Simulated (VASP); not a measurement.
Wanted: the native input for a VASP 6.6.1 run.

* Task: relaxation of cell and atoms
* Functional: PBE
* Potentials or basis: VASP PAW PBE potentials, release 54 (Hf, O)
* Cutoff: 580 eV
* k mesh: 6 × 6 × 8
* Occupations: fermi-dirac, width 0.05 eV
* Spin: no spin polarisation
* Further INCAR settings: ALGO = Fast; EDIFF = 1e-06; IBRION = 2; EDIFFG = -0.01; NSW = 60; ISIF = 3

The structure of HfO2 lies in POSCAR:

```
HfO2
1.0
    4.8135329900      0.0000000000      0.0000000000
    0.0000000000      4.8135329900      0.0000000000
    0.0000000000      0.0000000000      3.2054154100
Hf O
2 4
Direct
    0.5000000000      0.5000000000      0.5000000000
    0.0000000000      0.0000000000      0.0000000000
    0.8050448800      0.1949551200      0.5000000000
    0.6949551200      0.6949551200      0.0000000000
    0.3050448800      0.3050448800      0.0000000000
    0.1949551200      0.8050448800      0.5000000000
```

Measurements of this composition are mostly on another form, of space group No. 14.

One way to write it, as run:

INCAR

```
SYSTEM = HfO2
PREC     = Accurate       ! precision mode
ENCUT    = 580            ! plane-wave cutoff, eV
EDIFF    = 1E-6           ! SCF threshold, eV
ISMEAR   = -1             ! smearing method
SIGMA    = 0.05           ! smearing width, eV
LREAL    = .FALSE.        ! projectors in reciprocal space
LASPH    = .TRUE.         ! aspherical terms in the spheres
NELM     = 60             ! most SCF steps
ALGO     = Fast           ! electronic algorithm
ISIF     = 3              ! what is computed and relaxed
LWAVE    = .FALSE.        ! write WAVECAR
LCHARG   = .FALSE.        ! write CHGCAR
GGA      = PE             ! functional
IBRION   = 2              ! ionic algorithm
NSW      = 60             ! ionic steps
EDIFFG   = -0.01          ! ionic threshold
```

KPOINTS

```
regular mesh
0
G
  6 6 8
  0 0 0
```

Potentials or basis: VASP PAW PBE potentials, release 54 (Hf, O).

Launch:

```sh
$ cat potpaw_PBE.54/Hf/POTCAR potpaw_PBE.54/O/POTCAR > POTCAR
$ mpirun -np 1 vasp_std > vasp.out
```

It gave:

```
Relaxed volume                         : 12.69 Å³/atom
Relaxed cell                           : a = 4.861 Å, b = 4.861 Å, c = 3.223 Å, α = 90.00°, β = 90.00°, γ = 90.00°
Space group after relaxing (to 0.05 Å) : P4_2/mnm (No. 136)
Energy gained by relaxing              : 5.4 meV/atom
Ionic steps                            : 9
Pressure after relaxing                : 0.0 GPa
Largest force after relaxing           : 0.010 eV/Å
Band gap on the k mesh                 : 3.85 eV, direct
```

Caveat: spin-orbit coupling is left out, which moves the levels of the heavy elements.

Run time: 4.7 min on 1 thread of Intel(R) Xeon(R) Platinum 8488C (Sapphire Rapids) (shared host), peak memory 0.26 GiB.
